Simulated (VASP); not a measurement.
Set up this calculation in VASP 6.6.1, as the native input.

```
Task                   : single point
Functional             : PBE
Potentials or basis    : VASP PAW PBE potentials, release 64 (Cu)
Cutoff                 : 520 eV
k mesh                 : 13 × 13 × 13
Occupations            : gaussian, width 0.012 eV
Spin                   : no spin polarisation
Further INCAR settings : ALGO = Normal; EDIFF = 1e-06
```

The structure of Cu lies in POSCAR:

```
Cu
1.0
    0.0000000000      1.8075000000      1.8075000000
    1.8075000000      0.0000000000      1.8075000000
    1.8075000000      1.8075000000      0.0000000000
Cu
1
Direct
    0.0000000000      0.0000000000      0.0000000000
```

The input as run:

INCAR

```
SYSTEM = Cu
PREC = Accurate
ENCUT = 520
EDIFF = 1E-6
ISMEAR = 0
SIGMA = 0.012
LREAL = .FALSE.
LASPH = .TRUE.
NELM = 100
ALGO = Normal
ISIF = 2
LWAVE = .FALSE.
LCHARG = .TRUE.
GGA = PE
LELF = .TRUE.
LVHAR = .TRUE.
```

KPOINTS

```
Automatic mesh
0
G
  13 13 13
  0 0 0
```

Potentials or basis: VASP PAW PBE potentials, release 64 (Cu).

Run with:

```console
$ cat potpaw_PBE.64/Cu/POTCAR > POTCAR
$ mpirun -np 1 vasp_std > vasp.out
```

Results of the run:

```
Pressure               : 2.2 GPa
Band gap on the k mesh : none (metal or under the smearing width)
```

Wall time 4.3 s on 1 thread of Intel(R) Xeon(R) 6975P-C (Granite Rapids), on a shared host, peak memory 0.12 GiB.
